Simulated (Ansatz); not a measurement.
## LiCl/MgS: short-period superlattices: cost of one run

Ansatz 0.2.0; r2SCAN DFT, plane waves, PAW files. The cell holds 10 atoms.

Input file input.yaml:

```yaml
crystal:
  lattice:
    - [3.642, 0.0, 0.0]
    - [0.0, 3.642, 0.0]
    - [1.821, 1.821, 13.0064204223]
  atoms:
    - { symbol: Cl, position: [0.0, 0.0, 0.0] }
    - { symbol: Li, position: [0.5, 0.5, 0.0] }
    - { symbol: S, position: [0.4008635484, 0.4008635484, 0.1982729032] }
    - { symbol: Mg, position: [-0.0991364516, -0.0991364516, 0.1982729032] }
    - { symbol: S, position: [-0.1997121505, -0.1997121505, 0.3994243011] }
    - { symbol: Mg, position: [0.3002878495, 0.3002878495, 0.3994243011] }
    - { symbol: S, position: [0.1997121505, 0.1997121505, 0.6005756989] }
    - { symbol: Mg, position: [-0.3002878495, -0.3002878495, 0.6005756989] }
    - { symbol: S, position: [-0.4008635484, -0.4008635484, 0.8017270968] }
    - { symbol: Mg, position: [0.0991364516, 0.0991364516, 0.8017270968] }
kpoints:
  mp_grid: { grid: [8, 8, 2] }
scf:
  occupations: { method: fixed }
  max_iter: 120
hamiltonian:
  xc: r2scan
output:
  eigenvalues: false
  forces: true
relax:
  f_tol: 0.02
  max_steps: 40
```

Run with:

```sh
$ ansatz run input.yaml --threads 4 --pin off --max-ram 8192MiB --backend cpu --events-out ev --progress --plain --runs-dir out
```

The cutoff in use is 500 eV. For reference, a run of the same kind (4 atoms, 60 k-points, 17 bands and 1,739 plane waves; 8 SCF cycles) took 5.8 s and 0.53 GiB on the same hardware.

What time and memory should one allow on 4 threads of Arm Neoverse N1, shared host?

A cutoff of 500 eV is a sphere of radius 11.5 Å⁻¹, so a cell of 173 Å³ holds about V·G³/6π² = 4,379 plane waves. At two electrons a band, the 74 electrons need 37 bands, and 10 more are carried. Symmetry cuts the 8×8×2 mesh from 128 to 42 points. The run has 42 k-points, 47 bands and 4,419 plane waves. Taking the work of a cycle as k-points × spins × bands × plane waves, that is 4.9 times the reference, or 28 s at the reference's 8 cycles. The run needed 23 SCF cycles over 4 ionic steps, which makes it about 82 s. One copy of the wavefunctions takes 0.13 GiB at 16 bytes a coefficient, against 0.026 GiB in the reference; grids, projectors and work arrays come on top. Measured: about 49 s, with a peak of 0.99 GiB. The run was quicker than this simple count says.

[Logs are printed without paths, hosts, clocks, repeated set-up lines and the standing remarks that a program may print on its own settings, such as how far it seeks lower states.]

[Hosts, paths, dates, database ids (printed as entryN), source tags and the programs' standing remarks are cut or masked in the printed files.]
